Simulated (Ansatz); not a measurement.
**TePb under changes of volume**

One of the cells (33.730 Å³/atom); the others are scaled copies at fixed shape and fractional positions:

```xyz
2
Lattice="0.0000 3.2310 3.2310 3.2310 0.0000 3.2310 3.2310 3.2310 0.0000" Properties=species:S:1:pos:R:3 pbc="T T T"
Pb    0.0000    0.0000    0.0000
Te    3.2310    3.2310    3.2310
```

- Program: Ansatz 0.2.0
- Functional: PBE
- Potentials or basis: Ansatz PAW
- Cutoff: 420 eV (not typed: the program's choice for these potentials)
- k mesh: 7 × 7 × 7
- Occupations: fermi-dirac, width 0.05 eV
- Spin: no spin polarisation

```tsv
volume (Å³/atom)	energy over the lowest point (meV/atom)	pressure (GPa)
31.706	?	?
32.380	36.83	4.2
33.055	21.37	3.1
33.730	10.38	2.1
34.404	3.42	1.2
35.079	0.08	0.4
35.753	0.00	-0.3
```

Question: What does the run at 31.706 Å³/atom give?

Answer: Energy over the lowest point 57.28 meV/atom; pressure 5.5 GPa.

Worked out: A Birch-Murnaghan fit of order 3 (a polynomial in V^(-2/3)) to the other rows has its minimum at 35.43 Å³/atom with B0 = V·E''(V) = 39 GPa and B' = 4.4. It gives 57.23 meV/atom at 31.706 Å³/atom, against the run's 57.28, and -dE/dV = 5.5 GPa, against 5.5.

Energies are extrapolated to zero smearing.
